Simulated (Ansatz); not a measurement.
TiTe:

```xyz
4
Lattice="3.8420 0.0000 0.0000 -1.9210 3.3273 0.0000 0.0000 0.0000 6.4030" Properties=species:S:1:pos:R:3 pbc="T T T"
Te    1.9210    1.1091    4.8022
Te    0.0000    2.2182    1.6007
Ti    0.0000    0.0000    3.2015
Ti    0.0000    0.0000    0.0000
```

Base run:

- Program: Ansatz 0.2.0
- Functional: PBEsol
- Potentials or basis: all-electron LAPW, inner shells corrected to Dirac's equation
- Cutoff: 231 eV (chosen from the basis error)
- Basis error allowed: 0.002 eV/atom
- k mesh: 8 × 8 × 4
- Occupations: fermi-dirac, width 0.05 eV
- Spin: no spin polarisation

Its results: pressure 3.4 GPa.

Q: The run is repeated on the same cell with these changes: potentials or basis from all-electron LAPW, inner shells corrected to Dirac's equation to all-electron LAPW, non-relativistic. What comes out?

A: Pressure 4.3 GPa.

Caveats: relativity is left out, which matters for the heavier elements (some runs).
